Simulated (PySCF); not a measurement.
The vertical singlet excitations below were computed for one of the candidates. Method used: TDDFT CAM-B3LYP/def2-SVPD, vertical, gas phase, core orbitals frozen in the response (PySCF). Geometries: PBE0-D3(BJ)/def2-SVP, one conformer each.

| state | E (eV) | f | main configurations (H = HOMO, L = LUMO) |
| --- | --- | --- | --- |
| S1 | 6.57 | 0.129 | H→L (95%) |
| S2 | 6.77 | 0.037 | H→L+1 (85%), H→L+3 (11%) |
| S3 | 7.62 | 0.011 | H-1→L (78%) |
| S4 | 7.64 | 0.0009 | H→L+3 (70%), H→L+1 (11%) |
| S5 | 7.65 | 0.0006 | H→L+2 (89%), H→L+6 (8%) |
| S6 | 7.93 | 0.0039 | H→L+4 (82%) |
| S7 | 8.23 | 0.015 | H→L+5 (73%), H→L+8 (12%) |
| S8 | 8.34 | 0.029 | H→L+8 (64%), H→L+5 (18%) |
| S9 | 8.43 | 0.0039 | H→L+6 (50%), H-4→L (13%), H→L+7 (10%) |
| S10 | 8.46 | 0.0002 | H-1→L+1 (34%), H→L+6 (29%), H-4→L (14%) |

Orbital energies (eV): HOMO-3 -10.83, HOMO-2 -10.59, HOMO-1 -9.91, HOMO -8.16, LUMO 1.39, LUMO+1 1.43, LUMO+2 2.22.

Question: Which structure fits?
A. `C1C[C@H]2C[C@@H](C1)C2`
B. `C=C/C=C\CC=C`
C. `C1[C@@H]2CC[C@H](C=1)C2`

Answer: C. Its S1 lies at 6.57 eV; the nearest of the others has S1 at 5.58 eV. S1 is HOMO→LUMO (95%). Löwdin shares by element: HOMO carbon 76% or more (atoms not listed hold the other 24%); LUMO carbon 54% or more, hydrogen 12% or more (atoms not listed hold the other 34%). At the same level the other candidates give, for their lowest levels:
- `C1C[C@H]2C[C@@H](C1)C2`: 7.82 eV (f 0.000); 8.02 eV (f 0.035); 8.24 eV (f 0.009); 8.44 eV (f 0.010); 8.45 eV (f 0.007); T1 7.64 eV; HOMO -9.29, LUMO 1.35 eV
- `C=C/C=C\CC=C`: 5.58 eV (f 0.886); 6.52 eV (f 0.017); 6.61 eV (f 0.002); 6.76 eV (f 0.012); 6.89 eV (f 0.024); T1 3.10 eV; HOMO -7.81, LUMO 0.13 eV
Triplets come from the Tamm–Dancoff approximation.
